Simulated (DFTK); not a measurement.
Nb: relaxation of cell and atoms with PBE

Crystal: Nb.

```
Nb
1.0
    -1.66395    1.66395    1.66395
     1.66395   -1.66395    1.66395
     1.66395    1.66395   -1.66395
Nb
1
Cartesian
  0.0000 0.0000 0.0000
```

```yaml
Program: DFTK 0.8.2
Task: relaxation of cell and atoms
Functional: PBE
Potentials_or_basis: dojo.nc.sr.pbe.v0_4_1.standard.upf (PBE)
Cutoff: 1279 eV
k_mesh: 8 × 8 × 8
Occupations: fermi-dirac, width 0.05 eV
Spin: no spin polarisation
Valence_electrons: Nb 13
SCF_tolerance_on_the_density: 1e-06
Kinetic_blow-up_at_the_cutoff_BlowupCHV: yes
Most_ionic_steps: 30
Gradient_tolerance: 0.0002 Ha/bohr
```

```
Relaxed volume                         : 18.20 Å³/atom
Relaxed cell                           : a = 2.870 Å, b = 2.870 Å, c = 2.870 Å, α = 109.47°, β = 109.47°, γ = 109.47°
Space group after relaxing (to 0.05 Å) : Im-3m (No. 229)
Energy gained by relaxing              : 1.6 meV/atom
Ionic steps                            : 3
Pressure after relaxing                : 0.0 GPa
Band gap on the k mesh                 : none (metal or under the smearing width)
```

The path:
```csv
step,energy change (eV),largest force (eV/Å),pressure (GPa),volume (Å³)
1,0.0000,0.0000,-2.18,18.43
2,-0.0015,0.0000,-0.42,18.24
3,-0.0016,0.0000,0.01,18.20
```

Final structure:
```yaml
crystal:
  lattice:
    - [-1.65693, 1.65693, 1.65693]
    - [1.65693, -1.65693, 1.65693]
    - [1.65693, 1.65693, -1.65693]
  atoms:
    - { symbol: Nb, position: [0.00000, 0.00000, 0.00000] }
```

Levels at points of the mesh, in eV from the Fermi level:
| k point | band 2 | band 3 | band 4 | band 5 | band 6 | band 7 | band 8 | band 9 | band 10 | band 11 |
| --- | --- | --- | --- | --- | --- | --- | --- | --- | --- | --- |
| (0.00, 0.00, 0.00) | -29.60 | -29.60 | -29.60 | -5.77 | 0.48 | 0.48 | 0.48 | 3.35 | 3.35 | 14.39 |
| (-0.50, 0.00, 0.00) | -30.91 | -30.01 | -29.61 | -3.56 | -1.52 | 2.36 | 3.38 | 4.05 | 6.40 | 11.77 |
| (-0.50, -0.50, -0.50) | -30.50 | -30.50 | -30.50 | -3.55 | -3.55 | 5.64 | 5.64 | 5.64 | 9.13 | 9.13 |

Wall time 5 min on 1 thread of AMD EPYC 7571, with other jobs on the host, peak memory 1.6 GiB.
